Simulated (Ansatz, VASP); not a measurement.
# Se: VASP beside Ansatz

POSCAR

```
Se
1.0
    2.8105600000      0.0000000000      0.0000000000
    0.0000000000      2.8105600000      0.0000000000
    0.0000000000      0.0000000000      2.8105600000
Se
1
Direct
    0.0000000000      0.0000000000      0.0000000000
```

INCAR.step1

```
SYSTEM = Se
ALGO = Normal
EDIFF = 1E-4
ENCUT = 520
GGA = PE
ISMEAR = -1
LASPH = .True.
LCHARG = .False.
LREAL = .False.
LWAVE = .True.
NBANDS = 9
NELM = 100
PREC = Accurate
SIGMA = 0.1
```

File INCAR.step2:

```
SYSTEM = Se
ALGO = Normal
EDIFF = 1E-6
ENCUT = 520
ISIF = 2
ISMEAR = -1
ISTART = 1
LASPH = .True.
LCHARG = .False.
LMIXTAU = .True.
LREAL = .False.
LWAVE = .False.
METAGGA = R2SCAN
NBANDS = 9
NELM = 100
PREC = Accurate
SIGMA = 0.1
```

The input KPOINTS:

```
k-points
0
Gamma
  8 8 8
  0 0 0
```

Input for Ansatz:

```yaml
crystal:
  lattice:
    - [2.81056, 0.0, 0.0]
    - [0.0, 2.81056, 0.0]
    - [0.0, 0.0, 2.81056]
  atoms:
    - { symbol: Se, position: [0.0, 0.0, 0.0] }
basis:
  ecutwfc: 600.0
kpoints:
  mp_grid:
    grid: [8, 8, 8]
hamiltonian:
  xc: r2scan
scf:
  convergence:
    dr2_threshold: 1.0e-07
  occupations:
    method: fermi_dirac
    width: 0.1
output:
  stress: true
```

This isn't the form of Se at room conditions, which is trigonal, of chains.

Alike in both runs: task single point; functional r2SCAN; k mesh 8 × 8 × 8; occupations fermi-dirac, width 0.1 eV; no spin polarisation.

```csv
,VASP,Ansatz
version,VASP 6.6.1,Ansatz 0.2.0
potentials or method,"VASP PAW PBE potentials, release 64 (Se)","plane waves, PAW"
plane-wave cutoff (eV),520,600
valence electrons in the cell,6,16
```

Ansatz gave:

- pressure (GPa): 0.9

Task: What did VASP give for the same quantities?

Result: Pressure (GPa): 0.8.

The functional is the same, so the differences come from potentials, cutoffs and numerics. The two sets of potentials don't hold the same shells in valence. Ansatz warned: «stress_scf_threshold_loose».

Caveats: the PAW data sets were made with another functional, which shifts forces and pressure a little (VASP).
